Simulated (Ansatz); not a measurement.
Hf$_{3}$N$_{4}$: excitons and shallow donors from band masses and screening

These are results of DFT PBEsol, scalar-relativistic, plane waves, PAW (Ansatz 0.2.0), not measurements.

Plane waves to 420 eV, a k mesh through Γ of 6×6×6 on the computed 14-atom cell and Gaussian smearing (0.02 eV); no spin polarisation.

Relaxed cell: I-43d, a = 6.651 Å, b = 6.651 Å, c = 6.651 Å, α = 90.00°, β = 90.00°, γ = 90.00°, 14 atoms in the primitive cell. Whether it is the stable form of this composition wasn't checked.

The calculation gives a Kohn–Sham gap of 1.02 eV, an electron mass of 0.346 mₑ and a hole mass of 0.584 mₑ (harmonic means over x, y, z and over the bands degenerate at each edge), and ε∞ = 12.01 (independent particles, mean of the diagonal).

Question: Estimate the binding energy and radius of a Wannier–Mott exciton and of a shallow donor, and say whether the hydrogenic model can hold.

Answer: The reduced mass is μ = mₙmₕ/(mₙ + mₕ) = 0.217 mₑ, with mₙ and mₕ the band masses. With E_b = 13.606 eV × μ/ε² and a = 0.529 Å × ε/μ (μ in mₑ) the exciton has E_b = 21 meV and a = 29 Å. For a donor μ is the electron mass: 33 meV and 18.4 Å. The exciton's radius is 5 times the shortest lattice vector (5.76 Å), so the continuum picture is reasonable. In a polar crystal the ions screen too, so a state bound more weakly than an optical phonon feels the larger static constant, which lowers the energy and widens the orbit. The other way, the small Kohn–Sham gap and the missing local fields make ε∞ too large and the masses tend to be too light, which underbinds.

Spin-orbit coupling is left out, which matters for the bands of heavy elements.

Cost: 4 runs of about 11 core-minutes in all, on Oxide Virtual Turin-like Processor (Zen 5) (shared hosts).